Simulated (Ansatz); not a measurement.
# AlNi: the cost of one run

Method: DFT PBE, scalar-relativistic, plane waves, PAW, in Ansatz 0.2.0.

## 1. The system as given

Symmetry: P4/mmm, No. 123, tetragonal system. The conventional cell has a = 2.889 Å, b = 2.889 Å, c = 2.901 Å, α = 90.00°, β = 90.00°, γ = 90.00°. Al (site symmetry 4/mmm) has 8 Ni at 2.51 Å as nearest neighbours. Around Ni (site symmetry 4/mmm) lie 8 Al at 2.51 Å.

Structure file:

```cif
data_structure
_symmetry_space_group_name_H-M 'P 1'
_symmetry_Int_Tables_number 1
_cell_length_a 2.8890
_cell_length_b 2.8890
_cell_length_c 2.9011
_cell_angle_alpha 90.000
_cell_angle_beta 90.000
_cell_angle_gamma 90.000
_cell_volume 24.21
loop_
_atom_site_label
_atom_site_type_symbol
_atom_site_fract_x
_atom_site_fract_y
_atom_site_fract_z
_atom_site_occupancy
Al1 Al 0.00000 0.00000 0.00000 1
Ni1 Ni 0.50000 0.50000 0.50000 1
```

It goes back to an entry of the Materials Project, which need not be the stable form.

This cell was relaxed beforehand with the same method: volume 12.11 Å³/atom, gap on the mesh none (metal).

## 2. Zero of energy

The reference gives a free energy of -6378.5349 eV, pressure 0.03 GPa, largest force 0.000 eV/Å and gap on the mesh none (metal). It was computed beforehand with the settings of the runs below.

## 3. The scan: energy and stress against strain

The cell is strained by ε times the Voigt pattern (1, 1, 0, 0, 0, 0) (xx, yy, zz, yz, xz, xy; engineering shear), with fractional coordinates fixed (clamped ions). The stress on the pattern is the sum of the stress components weighted by it, tension positive.

## 4. Point ε = -0.0200

input.yaml reads:

```yaml
crystal:
  lattice:
    - [2.0019536108, -2.0019536108, 0.0]
    - [2.0019536108, 2.0019536108, 0.0]
    - [0.0, 0.0, 2.9011416498]
  atoms:
    - { symbol: Al, position: [0.0, 0.0, 0.0] }
    - { symbol: Ni, position: [0.5, 0.5, 0.5] }
basis:
  ecutwfc: 420
kpoints:
  mp_grid: { grid: [20, 20, 20] }
hamiltonian:
  xc: pbe
scf:
  occupations: { method: gaussian, width: 0.15 }
output:
  forces: true
  stress: true
  eigenvalues: true
```

Launch:

```console
ansatz run input.yaml --threads 1 --pin off --max-ram 2560MiB --backend cpu --events-out ev --progress --plain --runs-dir out
```

**Question.** How long does this run take on 1 thread of AMD EPYC 7R43 (Zen 3), shared host, and how much memory does it need?

About 9.2 s, with a peak of 0.54 GiB.
